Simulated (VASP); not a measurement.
# AgCl in VASP: one cell, several levels of theory, part 2 of 2

VASP 6.6.1, plane waves, PAW. Earlier steps stand in the parts before.

## 3. Single point with r2SCAN

The COD entry's cell or inner coordinates are ideal or old and differ from later refinements, so a difference from it is no clean test against experiment.

The input, INCAR:

```
ENCUT = 520.000000
SIGMA = 0.010000
EDIFF = 1.00e-07
ALGO = Normal
METAGGA = R2SCAN
PREC = Accurate
IBRION = -1
ISIF = 2
ISMEAR = 0
NBANDS = 16
NELM = 120
NSW = 0
LASPH = .TRUE.
LCHARG = .FALSE.
LWAVE = .FALSE.
LREAL = .FALSE.
```

The input, KPOINTS:

```
KPOINTS created by Atomic Simulation Environment
0
Gamma
8 8 8
0 0 0
```

The input, KPOINTS_OPT:

```
special points
8
Reciprocal
0.0000000000 0.0000000000 0.0000000000 1
0.5000000000 0.0000000000 0.5000000000 1
0.6250000000 0.2500000000 0.6250000000 1
0.3750000000 0.3750000000 0.7500000000 1
0.5000000000 0.5000000000 0.5000000000 1
0.5000000000 0.2500000000 0.7500000000 1
0.0375000000 0.0375000000 0.0750000000 1
0.0000000000 0.0000000000 0.5000000000 1
```

The input, POSCAR:

```
Ag Cl
 1.0000000000000000
     0.0000000000000000    2.7731725636721740    2.7731725636721740
     2.7731725636721740    0.0000000000000000    2.7731725636721740
     2.7731725636721740    2.7731725636721740    0.0000000000000000
 Ag  Cl
   1   1
Cartesian
 -0.0000000000000000 -0.0000000000000000 -0.0000000000000000
  2.7731725636721736  2.7731725636721736  2.7731725636721736
```

Command:

```
$ mpirun -np 1 vasp_std
```

Printed to the terminal (iteration lines stand in OSZICAR):

```text
POSCAR found type information on POSCAR AgCl
 POSCAR found :  2 types and       2 ions
 -----------------------------------------------------------------------------
|                                                                             |
|                                                                             |
|     You enforced a specific xc type in the INCAR file but a different       |
|     I HOPE YOU KNOW WHAT YOU ARE DOING!                                     |
|                                                                             |
 -----------------------------------------------------------------------------

 LDA part: xc-table for (None), standard interpolation
 POSCAR, INCAR and KPOINTS ok, starting setup
 FFT: planning ... GRIDC
 FFT: planning ... GRID_SOFT
 FFT: planning ... GRID
 WAVECAR not read
 entering main loop
 Start KPOINTS_OPT (optional k-point list driver)
k-point batch [1-8\8]
```

OSZICAR:

```text
N       E                     dE             d eps       ncg     rms          rms(c)
DAV:   1     0.774186444816E+02    0.77419E+02   -0.88356E+03   928   0.104E+03
DAV:   2    -0.298072940262E+02   -0.10723E+03   -0.98152E+02  1152   0.230E+02
DAV:   3    -0.336852364838E+02   -0.38779E+01   -0.38697E+01  1192   0.460E+01
DAV:   4    -0.337133844256E+02   -0.28148E-01   -0.28146E-01  1136   0.421E+00
DAV:   5    -0.337138159178E+02   -0.43149E-03   -0.43149E-03  1216   0.517E-01    0.649E+00
DAV:   6    -0.287138241605E+02    0.50000E+01   -0.36087E+00   928   0.201E+01    0.611E+00
DAV:   7    -0.286546563677E+02    0.59168E-01   -0.16751E-01  1072   0.410E+00    0.394E+00
DAV:   8    -0.286421899881E+02    0.12466E-01   -0.11577E-01  1008   0.382E+00    0.821E-01
DAV:   9    -0.286439442850E+02   -0.17543E-02   -0.51985E-03  1192   0.715E-01    0.399E-01
DAV:  10    -0.286432053503E+02    0.73893E-03   -0.20485E-03  1104   0.499E-01    0.965E-02
DAV:  11    -0.286432267649E+02   -0.21415E-04   -0.43836E-04  1144   0.167E-01    0.482E-02
DAV:  12    -0.286432174939E+02    0.92710E-05   -0.31629E-05  1168   0.671E-02    0.187E-02
DAV:  13    -0.286432182435E+02   -0.74964E-06   -0.10686E-05  1056   0.336E-02    0.141E-03
DAV:  14    -0.286432183889E+02   -0.14531E-06   -0.18787E-07  1080   0.394E-03    0.134E-03
DAV:  15    -0.286432183337E+02    0.55193E-07   -0.55328E-08   552   0.279E-03
   1 F= -.28643218E+02 E0= -.28643218E+02  d E =-.164287E-76
       N       E                     dE             ncg
DAV:   1     0.110876342846E+04   -0.30782E+04      256
DAV:   2     0.266842487459E+03   -0.84192E+03      320
DAV:   3     0.239860216148E+03   -0.26982E+02      312
DAV:   4     0.239678137991E+03   -0.18208E+00      336
DAV:   5     0.239675191266E+03   -0.29467E-02      320
DAV:   6     0.239675126643E+03   -0.64623E-04      320
DAV:   7     0.239675124943E+03   -0.17005E-05      344
DAV:   8     0.239675124900E+03   -0.42874E-07      296
```

OUTCAR, selected sections:

```text
k-points           NKPTS =     29   k-points in BZ     NKDIM =     29   number of bands    NBANDS=     16

   NELECT =      18.0000    total number of electrons

   dimension x,y,z NGX =    30 NGY =   30 NGZ =   30
   dimension x,y,z NGXF=    60 NGYF=   60 NGZF=   60

  energy-cutoff  :      520.00
  volume of cell :       42.65
      direct lattice vectors                 reciprocal lattice vectors
     0.000000000  2.773172564  2.773172564    -0.180298913  0.180298913  0.180298913
     2.773172564  0.000000000  2.773172564     0.180298913 -0.180298913  0.180298913
     2.773172564  2.773172564  0.000000000     0.180298913  0.180298913 -0.180298913

 k-points in reciprocal lattice and weights: KPOINTS created by Atomic Simulation Env
   0.00000000  0.00000000  0.00000000       0.002
   0.12500000  0.00000000  0.00000000       0.016
   0.25000000  0.00000000  0.00000000       0.016
   0.37500000  0.00000000  0.00000000       0.016
   0.50000000  0.00000000  0.00000000       0.008
   0.12500000  0.12500000  0.00000000       0.012
   0.25000000  0.12500000  0.00000000       0.047
   0.37500000  0.12500000  0.00000000       0.047
[... 21 more k-points ...]

 E-fermi :   3.6658

 k-point     1 :       0.0000    0.0000    0.0000
  band No.  band energies     occupation
      1     -12.2767      2.00000
      2       1.0917      2.00000
      3       1.0917      2.00000
      4       1.0917      2.00000
      5       1.1044      2.00000
      6       1.1044      2.00000
      7       1.1044      2.00000
      8       1.1553      2.00000
      9       1.1553      2.00000
     10       4.9591      0.00000
     11      14.8745      0.00000
     12      14.8745      0.00000
     13      14.8745      0.00000
     14      16.3017      0.00000
     15      17.7496      0.00000
     16      17.7496      0.00000

 k-point     2 :       0.1250    0.0000    0.0000
  band No.  band energies     occupation
      1     -12.2172      2.00000
      2       0.3113      2.00000
      3       0.3693      2.00000
      4       0.3693      2.00000
      5       1.1589      2.00000
      6       1.1589      2.00000
      7       1.3771      2.00000
      8       1.9449      2.00000
      9       1.9449      2.00000
     10       5.6456      0.00000
     11      13.4957      0.00000
     12      14.6035      0.00000
     13      14.6035      0.00000
     14      16.2481      0.00000
     15      16.2481      0.00000
     16      16.8914      0.00000

 k-point     3 :       0.2500    0.0000    0.0000
  band No.  band energies     occupation
      1     -12.0678      2.00000
      2      -0.7216      2.00000
      3      -0.2241      2.00000
      4      -0.2241      2.00000
      5       1.2828      2.00000
      6       1.2828      2.00000
      7       1.5444      2.00000
      8       2.7241      2.00000
      9       2.7241      2.00000
     10       6.9674      0.00000
     11      11.8539      0.00000
     12      13.3449      0.00000
     13      13.3449      0.00000
     14      16.4149      0.00000
     15      16.4149      0.00000
     16      16.7436      0.00000

 k-point     4 :       0.3750    0.0000    0.0000
  band No.  band energies     occupation
      1     -11.9093      2.00000
      2      -1.5075      2.00000
      3      -0.6023      2.00000
      4      -0.6023      2.00000
      5       1.4112      2.00000
      6       1.4112      2.00000
      7       1.7082      2.00000
      8       3.3112      2.00000
      9       3.3112      2.00000
     10       7.9823      0.00000
     11      10.8807      0.00000
     12      12.2276      0.00000
     13      12.2276      0.00000
     14      17.0263      0.00000
     15      17.3103      0.00000
     16      17.3103      0.00000

 k-point     5 :       0.5000    0.0000    0.0000
  band No.  band energies     occupation
      1     -11.8408      2.00000
      2      -1.7969      2.00000
      3      -0.7320      2.00000
      4      -0.7320      2.00000
      5       1.4659      2.00000
      6       1.4659      2.00000
      7       1.7843      2.00000
      8       3.5364      2.00000
      9       3.5364      2.00000
     10       8.2423      0.00000
     11      10.6984      0.00000
     12      11.8091      0.00000
     13      11.8091      0.00000
     14      17.6212      0.00000
     15      17.9250      0.00000
     16      17.9250      0.00000

 k-point     6 :       0.1250    0.1250    0.0000
  band No.  band energies     occupation
      1     -12.1996      2.00000
      2      -0.1849      2.00000
      3       0.6562      2.00000
      4       0.6562      2.00000
      5       1.0568      2.00000
      6       1.1820      2.00000
      7       1.5401      2.00000
      8       1.5401      2.00000
      9       2.0281      2.00000
     10       5.9131      0.00000
     11      13.7542      0.00000
     12      14.1557      0.00000
     13      14.4496      0.00000
     14      14.4496      0.00000
     15      18.0551      0.00000
     16      18.1478      0.00000

 k-point     7 :       0.2500    0.1250    0.0000
  band No.  band energies     occupation
      1     -12.0857      2.00000
      2      -0.7632      2.00000
      3       0.0915      2.00000
      4       0.1619      2.00000
      5       1.1222      2.00000
      6       1.3052      2.00000
      7       1.6019      2.00000
      8       2.0379      2.00000
      9       2.5915      2.00000
     10       6.9987      0.00000
     11      12.1417      0.00000
     12      12.8785      0.00000
     13      13.9325      0.00000
     14      15.0226      0.00000
     15      17.6532      0.00000
     16      18.2348      0.00000

 k-point     8 :       0.3750    0.1250    0.0000
  band No.  band energies     occupation
      1     -11.9358      2.00000
      2      -1.2856      2.00000
      3      -0.5039      2.00000
      4      -0.3423      2.00000
      5       1.2677      2.00000
      6       1.4362      2.00000
      7       1.6872      2.00000
      8       2.6958      2.00000
      9       3.1054      2.00000
     10       8.0857      0.00000
     11      10.6583      0.00000
     12      12.2749      0.00000
     13      13.0085      0.00000
     14      15.9868      0.00000
     15      18.0104      0.00000
     16      18.1241      0.00000

 k-point     9 :       0.5000    0.1250    0.0000
  band No.  band energies     occupation
      1     -11.8388      2.00000
      2      -1.6199      2.00000
      3      -0.7192      2.00000
      4      -0.6397      2.00000
      5       1.4067      2.00000
      6       1.4801      2.00000
      7       1.7533      2.00000
      8       3.1923      2.00000
      9       3.2498      2.00000
     10       8.7263      0.00000
     11       9.9116      0.00000
     12      12.1657      0.00000
     13      12.2907      0.00000
     14      17.0770      0.00000
     15      18.0833      0.00000
     16      18.7972      0.00000

 k-point    10 :      -0.3750    0.1250    0.0000
  band No.  band energies     occupation
      1     -11.8588      2.00000
      2      -1.5657      2.00000
      3      -0.6969      2.00000
      4      -0.5805      2.00000
      5       1.4176      2.00000
      6       1.4480      2.00000
      7       1.7415      2.00000
      8       2.8583      2.00000
      9       3.4991      2.00000
     10       8.6848      0.00000
     11      10.1204      0.00000
     12      12.1262      0.00000
     13      12.1808      0.00000
     14      16.9912      0.00000
     15      17.9478      0.00000
     16      18.4917      0.00000

 k-point    11 :      -0.2500    0.1250    0.0000
  band No.  band energies     occupation
      1     -11.9822      2.00000
      2      -1.1175      2.00000
      3      -0.5184      2.00000
      4      -0.1469      2.00000
      5       1.2937      2.00000
      6       1.3843      2.00000
      7       1.6718      2.00000
      8       2.2879      2.00000
      9       3.2978      2.00000
     10       7.8129      0.00000
     11      11.2390      0.00000
     12      12.3305      0.00000
     13      12.8392      0.00000
     14      15.8464      0.00000
     15      17.9256      0.00000
     16      18.0410      0.00000

 k-point    12 :      -0.1250    0.1250    0.0000
  band No.  band energies     occupation
      1     -12.1298      2.00000
      2      -0.4223      2.00000
      3      -0.1373      2.00000
      4       0.3705      2.00000
      5       1.1857      2.00000
      6       1.2825      2.00000
      7       1.6527      2.00000
      8       1.7189      2.00000
      9       2.7058      2.00000
     10       6.5438      0.00000
     11      12.8186      0.00000
     12      13.0437      0.00000
     13      14.1442      0.00000
     14      15.1603      0.00000
     15      17.0989      0.00000
     16      17.9560      0.00000

[... the tables of k-points 13 to 29 left out ...]

  Total       -0.0291038     -0.0291038     -0.0291038      0.0000000      0.0000000     -0.0000000
  in kB       -1.0931997     -1.0931997     -1.0931997      0.0000000      0.0000000     -0.0000000
  external PRESSURE =      -1.0931997 kB  Pullay stress =       0.0000000 kB

 POSITION                                       TOTAL-FORCE (eV/Angst)
 -----------------------------------------------------------------------------------
      0.00000      0.00000      0.00000         0.000000      0.000000      0.000000
      2.77317      2.77317      2.77317        -0.000000     -0.000000     -0.000000
 -----------------------------------------------------------------------------------
    total drift:                               -0.000000      0.000000      0.000000

  FREE ENERGIE OF THE ION-ELECTRON SYSTEM (eV)
  ---------------------------------------------------
  free  energy   TOTEN  =       -28.6432183337 eV

  energy  without entropy=      -28.6432183337  energy(sigma->0) =      -28.64321833
```

It took 85 s on 1 MPI rank of Intel Xeon Platinum 8488C, shared host; peak memory 0.18 GiB.

The levels at the points of KPOINTS_OPT are read from vasprun.xml.

Band energies at the special points (eV, zero at the top of v, the last band that the electrons fill by count):

```
point    v−1      v     c    c+1
    Γ  -2.38  -2.38  1.42  11.34
    X  -1.95  -1.84  2.93   8.35
    U  -1.62  -1.04  4.16   7.72
    K  -1.62  -1.04  4.16   7.72
    L   0.00   0.00  4.71   7.16
    W  -1.93  -1.13  4.73   8.37
```

r2SCAN gives an indirect gap of 1.42 eV, from L to Γ; the least direct gap is 3.55 eV. The pressure is -0.11 GPa; the forces vanish within 0.01 eV/Å.

## 4. What came out

The summary covers parts 1 to 2.

| level | gap (eV) | pressure (GPa) |
| --- | --- | --- |
| PBE | 0.91 | 1.47 |
| r2SCAN | 1.42 | -0.11 |

The gap runs from 0.91 eV (PBE) to 1.42 eV (r2SCAN). A measured gap is 3.249 eV (indirect; a printed reference work, data compilation). The misses are: PBE -2.34, r2SCAN -1.83 eV; r2SCAN comes nearest. So large a miss can be the level of theory's own, or it may mean another phase, state or a wrong row. The calculation is for fixed nuclei; the measurement holds lattice motion too. At this one volume the pressure spans -0.1 GPa (r2SCAN) to 1.5 GPa (PBE): PBE wants the largest cell and r2SCAN the smallest.
